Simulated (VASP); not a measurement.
## Cu: equation of state with LDA

Cu:

```
Cu
1.0
     0.00000    1.76166    1.76166
     1.76166    0.00000    1.76166
     1.76166    1.76166    0.00000
Cu
1
Direct
  0.00000 0.00000 0.00000
```

| Property | Result |
| --- | --- |
| Program | VASP 6.6.1 |
| Task | equation of state |
| Functional | LDA |
| Potentials or basis | VASP PAW LDA potentials, release 64 (Cu) |
| Cutoff | 520 eV |
| k mesh | 12 × 12 × 12 |
| Occupations | fermi-dirac, width 0.05 eV |
| Spin | no spin polarisation |

The equilibrium volume is 10.94 Å³/atom, the bulk modulus is 185 GPa and the pressure derivative of the bulk modulus is 5.0 (rough: it moves with the points fitted).

Energy against volume, from the lowest point:
```csv
volume (Å³/atom),energy (meV/atom)
10.497,11.21
10.716,2.75
10.934,0.00
11.153,2.35
11.372,9.19
```

All runs of the series together: 40 s on 1 thread of AMD EPYC 7R13 Processor (Zen 3), with other jobs on the host.
